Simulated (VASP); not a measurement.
Input of a VASP 6.6.1 run:

File POSCAR:

```
NbH2
1.0
    0.0000000000      2.2815000000      2.2815000000
    2.2815000000      0.0000000000      2.2815000000
    2.2815000000      2.2815000000      0.0000000000
Nb H
1 2
Direct
    0.0000000000      0.0000000000      0.0000000000
    0.7500000000      0.7500000000      0.7500000000
    0.2500000000      0.2500000000      0.2500000000
```

File INCAR.step1:

```
SYSTEM = NbH2
  PREC = Accurate
  ENCUT = 520
  ISMEAR = -1
  SIGMA = 0.1
  LREAL = .False.
  LASPH = .True.
  NELM = 150
  LMAXMIX = 4
  LDAU = .True.
  LDAUTYPE = 2
  LDAUL = 2 -1
  LDAUU = 8 0
  LDAUJ = 0 0
  NBANDS = 14
  GGA = PE
  ALGO = Normal
  EDIFF = 1E-4
  LWAVE = .True.
  LCHARG = .False.
```

INCAR.step2

```
SYSTEM = NbH2
  PREC = Accurate
  ENCUT = 520
  EDIFF = 1E-6
  ISMEAR = -1
  SIGMA = 0.1
  LREAL = .False.
  LASPH = .True.
  NELM = 150
  ALGO = Normal
  ISIF = 2
  LWAVE = .False.
  LCHARG = .False.
  LMAXMIX = 4
  LDAU = .True.
  LDAUTYPE = 2
  LDAUL = 2 -1
  LDAUU = 8 0
  LDAUJ = 0 0
  LDAUPRINT = 1
  METAGGA = R2SCAN
  LMIXTAU = .True.
  NBANDS = 14
  ISTART = 1
```

KPOINTS

```
regular mesh
0
Gamma
  8 8 8
  0 0 0
```

Potentials or basis: VASP PAW PBE potentials, release 64 (Nb_sv, H).

Launch:

```sh
$ cat potpaw_PBE.64/Nb_sv/POTCAR potpaw_PBE.64/H/POTCAR > POTCAR
$ cp INCAR.step1 INCAR
$ mpirun -np 1 vasp_std > vasp.out
$ cp INCAR.step2 INCAR
$ mpirun -np 1 vasp_std > vasp.out
```

Question: Estimate the band gap on the k mesh.

Answer: None (metal or under the smearing width).

Question: Predict the pressure.

Answer: 11.3 GPa.

Eigenvalues of the final occupation matrices:
| site | spin | trace | eigenvalues |
| --- | --- | --- | --- |
| site 1 d | 1 | 1.00 | 0.16 0.16 0.16 0.26 0.26 |
| site 1 d | 2 | 1.00 | 0.16 0.16 0.16 0.26 0.26 |

Caveat: the PAW data sets were made with another functional, which shifts forces and pressure a little; U without spin polarisation on a metal has little footing; the U is typed as a test and isn't derived for this compound.
